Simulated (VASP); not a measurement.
Here is a VASP 6.6.1 calculation.

INCAR

```
ALGO     = Normal         # electronic algorithm
EDIFF    = 1E-6           # SCF threshold, eV
ENCUT    = 520            # plane-wave cutoff, eV
GGA      = PE             # functional
ISIF     = 2              # what is computed and relaxed
ISMEAR   = 0              # smearing method
LASPH    = True           # aspherical terms in the spheres
LCHARG   = False          # write CHGCAR
LREAL    = False          # projectors in reciprocal space
LWAVE    = False          # write WAVECAR
NBANDS   = 11             # bands
NELM     = 100            # most SCF steps
PREC     = Accurate       # precision mode
SIGMA    = 0.02           # smearing width, eV
```

Contents of KPOINTS:

```
k-points
0
Gamma
  8 8 8
```

POSCAR

```
NaH
1.0
   -0.0034892000      2.3725096000      2.3158528000
    2.4538592000     -0.0794708000      2.3918344000
    2.4448068000      2.4394388000     -0.0704184000
Na H
1 1
Direct
    0.0773688525      0.0088811475     -0.0620081967
    0.4226311475      0.4911188525      0.5620081967
```

Potentials or basis: VASP PAW PBE potentials, release 64 (Na_pv, H).

Command:

```sh
$ cat potpaw_PBE.64/Na_pv/POTCAR potpaw_PBE.64/H/POTCAR > POTCAR
$ mpirun -np 1 vasp_std > vasp.out
```

(1) Estimate the largest force.

(2) Estimate the pressure.

(3) What does it give for the band gap on the k mesh?

Answers

(1) 0.615 eV/Å.

(2) 1.7 GPa.

(3) 3.51 eV, indirect (least direct gap 4.48 eV).
